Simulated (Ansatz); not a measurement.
Rows from a G0W0 calculation on Ge on the Ga site plus Ge on the P site in GaP (32-atom cell) (Ansatz 0.2.0; G0W0 on LDA, plane waves, PAW; 2×2×2 mesh, 1255 empty bands, screening to 130 eV), in eV. Spin-orbit coupling is left out.

| row | k | band | start | Σx | Σc at the solution | Vxc |
| --- | --- | --- | --- | --- | --- | --- |
| A | (-0.500, -0.500, -0.500) | c2 | 8.448 | -9.455 | -3.880 | -13.895 |
| B | (-0.500, -0.500, -0.500) | c1 | 8.088 | -9.550 | -3.756 | -13.832 |
| C | Γ | c2 | 8.413 | -7.040 | -3.765 | -11.083 |
| D | Γ | v1 | 7.156 | -16.720 | 1.162 | -15.333 |
| E | Γ | c1 | 8.274 | -9.004 | -3.875 | -13.367 |
| F | (-0.500, -0.500, -0.500) | v1 | 6.419 | -15.813 | 1.363 | -14.208 |

**Question.** Give the quasiparticle energies and the shift of each level.

The quasiparticle equation reads E = start + Σx + Σc(E) − Vxc.

| row | E (eV) | shift (eV) |
| --- | --- | --- |
| A | 9.008 | +0.560 |
| B | 8.615 | +0.526 |
| C | 8.691 | +0.278 |
| D | 6.930 | −0.226 |
| E | 8.762 | +0.488 |
| F | 6.176 | −0.242 |

Limits: not at the basis limit; no spin-orbit coupling; coarse k mesh.

[Runs of the session that timed out or met a known fault of the program may be left out.]

[Cells called generated may have been cut or substituted from an entry of the Crystallography Open Database or the Materials Project.]

[Hosts, paths, dates, database ids (printed as entryN), source tags and the programs' standing remarks are cut or masked in the printed files.]
